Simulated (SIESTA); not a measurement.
Runs of SIESTA 5.4.2 on TiO2 (Anatase). Symmetry: I4_1/amd, No. 141, tetragonal system. Conventional cell: a = 3.784 Å, b = 3.784 Å, c = 9.515 Å, α = 90.00°, β = 90.00°, γ = 90.00°. Ti (site symmetry -4m2) is surrounded by 6 O at 1.93 to 1.98 Å. O (site symmetry 2mm) has 3 Ti at 1.93 to 1.98 Å as nearest neighbours. 

| task | level | potentials or basis | k mesh | gap on the mesh (eV) | pressure (GPa) | V0 of scaled cells (Å³/atom) | B0 (GPa) | largest force (eV/Å) |
| --- | --- | --- | --- | --- | --- | --- | --- | --- |
| equation of state | LDA | PseudoDojo 0.4 standard (LDA files), DZP (energy shift 0.003 Ry; two zetas on semicore shells) | 8 × 8 × 8 | - | - | 11.23 | 232 | - |
| single point | PBEsol | PseudoDojo 0.4 standard (PBEsol files), DZP (energy shift 0.003 Ry; two zetas on semicore shells) | 10 × 10 × 10 | 1.96 | 2.9 | - | - | 0.08 |
| band structure | BLYP | PseudoDojo 0.4 standard (PBE files), DZP (energy shift 0.003 Ry; two zetas on semicore shells) | 10 × 10 × 10 | 2.02 | (a) | - | - | (c) |
| band structure | vdW-DF-cx | PseudoDojo 0.4 standard (PBE files), DZP (energy shift 0.003 Ry; two zetas on semicore shells) | 10 × 10 × 10 | 2.01 | (b) | - | - | 0.18 |
| band structure | AM05 | PseudoDojo 0.4 standard (PBEsol files), DZP (energy shift 0.003 Ry; two zetas on semicore shells) | 10 × 10 × 10 | 1.97 | (d) | - | - | 0.06 |
| equation of state | PBEsol | PseudoDojo 0.4 standard (PBEsol files), DZP (energy shift 0.003 Ry; two zetas on semicore shells) | 10 × 10 × 10 | - | - | 11.50 | 217 | - |

Alike in all rows: no spin polarisation; cell as given; smearing fermi-dirac 0.05 eV; grid cutoff 800 Ry; energy shift 0.003 Ry.

Fill in the values left out.

(a) 14.9; (b) 4.4; (c) 0.31; (d) 3.4.

Caveats: the basis of atomic orbitals isn't converged, which shifts pressures, moduli and gaps; the potentials were made for another functional, which shifts forces and pressure (some runs); the cell was scaled at fixed shape and fractional positions, which overstates the stiffness of a crystal with free parameters, most of all of layers and chains (some runs).

A k mesh can miss the band edges.
